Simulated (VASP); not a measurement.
# BiTe (Fm-3m) in VASP: electric field gradients with PBE

Aim: the electric field gradients of BiTe with PBE.

Program: VASP 6.6.1. These are calculated values, not measurements. Logs are shortened: lines on timing, memory, paths and dates and some standing lists are left out, and cuts for length are marked.

### Step 1. The crystal as given

The structure is cubic, space group Fm-3m (No. 225). The conventional cell has a = 6.507 Å, b = 6.507 Å, c = 6.507 Å, α = 90.00°, β = 90.00°, γ = 90.00°. Bi (site symmetry m-3m) has 6 Te at 3.25 Å as nearest neighbours. Te (site symmetry m-3m) has 6 Bi at 3.25 Å as nearest neighbours.

The cell comes from a database or a generator and needn't be the stable form of this composition.

### Step 2. Electric field gradients, PBE, non-collinear spin, zero start, spin-orbit coupling

INCAR

```
SYSTEM = BiTe
ALGO = Normal ; EDIFF = 1E-8
ENCUT = 520 ; GGA = PE
GGA_COMPAT = .False. ; ISIF = 2
ISMEAR = -1 ; LASPH = .True.
LCHARG = .False. ; LEFG = .True.
LORBIT = 11 ; LORBMOM = .True.
LREAL = .False. ; LSORBIT = .True.
LWAVE = .False. ; MAGMOM = 0 0 0 0 0 0
NBANDS = 33 ; NELM = 150
PREC = Accurate ; SIGMA = 0.05
```

KPOINTS

```
k-points
0
Gamma
  10 10 10
  0 0 0
```

POSCAR

```
BiTe
1.0
    0.0000000000      3.2533160000      3.2533160000
    3.2533160000      0.0000000000      3.2533160000
    3.2533160000      3.2533160000      0.0000000000
Bi Te
1 1
Direct
    0.0000000000      0.0000000000      0.0000000000
    0.5000000000      0.5000000000      0.5000000000
```

Potentials or basis: VASP PAW PBE potentials, release 64 (Bi_d, Te).

Command:

```
$ cat potpaw_PBE.64/Bi_d/POTCAR potpaw_PBE.64/Te/POTCAR > POTCAR
$ mpirun -np 1 vasp_ncl > vasp.out
```

OUTCAR:

```text
SYSTEM = BiTe
   EDIFF = 1E-8
   ENCUT = 520
   GGA = PE
   ISIF = 2
   ISMEAR = -1
   LASPH = .True.
   LORBIT = 11
   LREAL = .False.
   LSORBIT = .True.
   NELM = 150
   PREC = Accurate

 ion  position               nearest neighbor table
   1  0.000  0.000  0.000-   2 3.25   2 3.25   2 3.25   2 3.25   2 3.25   2 3.25
   2  0.500  0.500  0.500-   1 3.25   1 3.25   1 3.25   1 3.25   1 3.25   1 3.25

  LATTYP: Found a face centered cubic cell.
 ALAT       =     6.5066320000

  Lattice vectors:

 A1 = (   0.0000000000,   3.2533160000,   3.2533160000)
 A2 = (   3.2533160000,   0.0000000000,   3.2533160000)
 A3 = (   3.2533160000,   3.2533160000,   0.0000000000)

Analysis of symmetry for initial positions (statically):
=====================================================================
 Subroutine PRICEL returns:
 Original cell was already a primitive cell.

 Routine SETGRP: Setting up the symmetry group for a
 face centered cubic supercell.

 Subroutine GETGRP returns: Found 48 space group operations
 (whereof 48 operations were pure point group operations)
 out of a pool of 48 trial point group operations.

The static configuration has the point symmetry O_h .

Analysis of symmetry for dynamics (positions and initial velocities):
=====================================================================
 Subroutine PRICEL returns:
 Original cell was already a primitive cell.

 Routine SETGRP: Setting up the symmetry group for a
 face centered cubic supercell.

 Subroutine GETGRP returns: Found 48 space group operations
 (whereof 48 operations were pure point group operations)
 out of a pool of 48 trial point group operations.

The dynamic configuration has the point symmetry O_h .

Analysis of structural, dynamic, and magnetic symmetry:
=====================================================================
 Subroutine PRICEL returns:
 Original cell was already a primitive cell.

 Routine SETGRP: Setting up the symmetry group for a
 face centered cubic supercell.

 Subroutine GETGRP returns: Found 48 space group operations
 (whereof 48 operations were pure point group operations)
 out of a pool of 48 trial point group operations.

The overall configuration has the point symmetry O_h .

 Subroutine INISYM returns: Found 48 space group operations
 (whereof 48 operations are pure point group operations),
 and found     1 'primitive' translations

----------------------------------------------------------------------------------------

                                     Primitive cell

  volume of cell :      68.8666

  direct lattice vectors                    reciprocal lattice vectors
     0.000000000  3.253316000  3.253316000    -0.153689343  0.153689343  0.153689343
     3.253316000  0.000000000  3.253316000     0.153689343 -0.153689343  0.153689343
     3.253316000  3.253316000  0.000000000     0.153689343  0.153689343 -0.153689343

  length of vectors
     4.600883610  4.600883610  4.600883610     0.266197751  0.266197751  0.266197751

  position of ions in fractional coordinates (direct lattice)
     0.000000000  0.000000000  0.000000000
     0.500000000  0.500000000  0.500000000

  ion indices of the primitive-cell ions
   primitive index   ion index
                 1           1
                 2           2

----------------------------------------------------------------------------------------

 KPOINTS: k-points

Automatic generation of k-mesh.
 Grid dimensions read from file:
 generate k-points for:   10   10   10

 Generating k-lattice:
[... 993 lines left out ...]
  Total        0.4938816      0.4938816      0.4938816      0.0000000      0.0000000     -0.0000000
  in kB       11.4901228     11.4901228     11.4901228      0.0000000      0.0000000     -0.0000000
  external PRESSURE =      11.4901228 kB  Pullay stress =       0.0000000 kB

 VOLUME and BASIS-vectors are now :
 -----------------------------------------------------------------------------
  energy-cutoff  :      520.00
  volume of cell :       68.87
      direct lattice vectors                 reciprocal lattice vectors
     0.000000000  3.253316000  3.253316000    -0.153689343  0.153689343  0.153689343
     3.253316000  0.000000000  3.253316000     0.153689343 -0.153689343  0.153689343
     3.253316000  3.253316000  0.000000000     0.153689343  0.153689343 -0.153689343

 POSITION                                       TOTAL-FORCE (eV/Angst)
 -----------------------------------------------------------------------------------
      0.00000      0.00000      0.00000        -0.000000     -0.000000      0.000000
      3.25332      3.25332      3.25332         0.000000      0.000000     -0.000000
 -----------------------------------------------------------------------------------
    total drift:                               -0.000000      0.000000      0.000000

  FREE ENERGIE OF THE ION-ELECTRON SYSTEM (eV)
  ---------------------------------------------------
  free  energy   TOTEN  =        -8.1900436434 eV

  energy  without entropy=       -8.1778649142  energy(sigma->0) =       -8.18395428

 Electric field gradients (V/A^2)
---------------------------------------------------------------------
 ion       V_xx      V_yy      V_zz      V_xy      V_xz      V_yz
---------------------------------------------------------------------
   1      -0.000     0.000    -0.000     0.001     0.001     0.001
   2      -0.000    -0.000    -0.000    -0.000    -0.000    -0.000
---------------------------------------------------------------------

 Electric field gradients after diagonalization (V/A^2)
 (convention: |V_zz| > |V_xx| > |V_yy|)
----------------------------------------------------------------------
 ion       V_xx      V_yy      V_zz     asymmetry (V_yy - V_xx)/ V_zz
----------------------------------------------------------------------
   1      -0.001    -0.001     0.001       0.000
   2       0.000     0.000    -0.000       0.000
----------------------------------------------------------------------

           NMR quadrupolar parameters

 Cq : quadrupolar parameter    Cq=e*Q*V_zz/h
 eta: asymmetry parameters     (V_yy - V_xx)/ V_zz
 Q  : nuclear electric quadrupole moment in mb (millibarn)
----------------------------------------------------------------------
 ion       Cq(MHz)       eta       Q (mb)
----------------------------------------------------------------------
   1       0.000       0.000       1.000
   2      -0.000       0.000       1.000
----------------------------------------------------------------------

 orbital moment (x)

 # of ion     p       d       tot
 ----------------------------------------
  1         0.000   0.000   0.000
  2         0.000   0.000   0.000
 ----------------------------------------
            0.000   0.000   0.000

 orbital moment (y)

 # of ion     p       d       tot
 ----------------------------------------
  1         0.000  -0.000  -0.000
  2         0.000  -0.000  -0.000
 ----------------------------------------
            0.000  -0.000  -0.000

 orbital moment (z)

 # of ion     p       d       tot
 ----------------------------------------
  1         0.000  -0.000  -0.000
  2         0.000   0.000   0.000
 ----------------------------------------
            0.000  -0.000  -0.000

 Spin-Orbit-Coupling matrix elements

 Ion:    1  E_soc:     -1.9047377
 l=   1
     0.0000000    -0.2518261    -0.2518261
    -0.2518261     0.0000000    -0.2518261
    -0.2518261    -0.2518261     0.0000000
 l=   2
     0.0000000    -0.0131133     0.0000000    -0.0131133    -0.0525169
    -0.0131133     0.0000000    -0.0393877    -0.0131133    -0.0131292
     0.0000000    -0.0393877     0.0000000    -0.0393877     0.0000000
    -0.0131133    -0.0131133    -0.0393877     0.0000000    -0.0131292
    -0.0525169    -0.0131292     0.0000000    -0.0131292     0.0000000
 l=   3
     0.0000000     0.0000000     0.0000000     0.0000000     0.0000000     0.0000000     0.0000000
     0.0000000     0.0000000     0.0000000     0.0000000     0.0000000     0.0000000     0.0000000
     0.0000000     0.0000000     0.0000000     0.0000000     0.0000000     0.0000000     0.0000000
     0.0000000     0.0000000     0.0000000     0.0000000     0.0000000     0.0000000     0.0000000
     0.0000000     0.0000000     0.0000000     0.0000000     0.0000000     0.0000000     0.0000000
     0.0000000     0.0000000     0.0000000     0.0000000     0.0000000     0.0000000     0.0000000
     0.0000000     0.0000000     0.0000000     0.0000000     0.0000000     0.0000000     0.0000000

 Ion:    2  E_soc:     -0.2072384
 l=   1
     0.0000000    -0.0346945    -0.0346945
    -0.0346945     0.0000000    -0.0346945
    -0.0346945    -0.0346945     0.0000000
 l=   2
     0.0000000    -0.0000126     0.0000000    -0.0000126     0.0001673
    -0.0000126     0.0000000     0.0001255    -0.0000126     0.0000418
     0.0000000     0.0001255     0.0000000     0.0001255     0.0000000
    -0.0000126    -0.0000126     0.0001255     0.0000000     0.0000418
     0.0001673     0.0000418     0.0000000     0.0000418     0.0000000
 l=   3
     0.0000000     0.0000000     0.0000000     0.0000000     0.0000000     0.0000000     0.0000000
     0.0000000     0.0000000     0.0000000     0.0000000     0.0000000     0.0000000     0.0000000
     0.0000000     0.0000000     0.0000000     0.0000000     0.0000000     0.0000000     0.0000000
     0.0000000     0.0000000     0.0000000     0.0000000     0.0000000     0.0000000     0.0000000
     0.0000000     0.0000000     0.0000000     0.0000000     0.0000000     0.0000000     0.0000000
     0.0000000     0.0000000     0.0000000     0.0000000     0.0000000     0.0000000     0.0000000
     0.0000000     0.0000000     0.0000000     0.0000000     0.0000000     0.0000000     0.0000000

 total charge

# of ion       s       p       d       tot
------------------------------------------
    1        1.569   1.198   9.926  12.693
    2        1.408   1.897   0.029   3.334
--------------------------------------------------
tot          2.977   3.096   9.955  16.028

 magnetization (x)

# of ion       s       p       d       tot
------------------------------------------
    1        0.000   0.000   0.000   0.000
    2        0.000   0.000   0.000   0.000
--------------------------------------------------
tot          0.000   0.000   0.000   0.000

 magnetization (y)

# of ion       s       p       d       tot
------------------------------------------
    1        0.000  -0.000  -0.000  -0.000
    2        0.000   0.000  -0.000  -0.000
--------------------------------------------------
tot          0.000  -0.000  -0.000  -0.000

 magnetization (z)

# of ion       s       p       d       tot
------------------------------------------
    1        0.000   0.000   0.000   0.000
    2        0.000   0.000   0.000   0.000
--------------------------------------------------
tot          0.000   0.000   0.000   0.000
```

Run time: 3.3 min. Hardware: 1 thread of Intel Xeon Platinum 8259CL at 2.50GHz (Skylake/Cascade Lake), shared host; peak memory 0.48 GiB.

What came out:

```
Free energy                                           : -8.1900 eV
Pressure                                              : 1.1 GPa
Net moment                                            : 0.00 μB per cell
Valence electrons inside the program's atomic spheres : Bi 12.69; Te 3.33
```

Moments on the atoms (μB; x, y, z):
```
Bi  0.00 0.00 0.00
Te  0.00 0.00 0.00
```

Electric field gradients, principal values (V/Å²):
```
atom     Vxx     Vyy    Vzz
1 Bi  -0.001  -0.001  0.001
2 Te   0.000   0.000  0.000
```
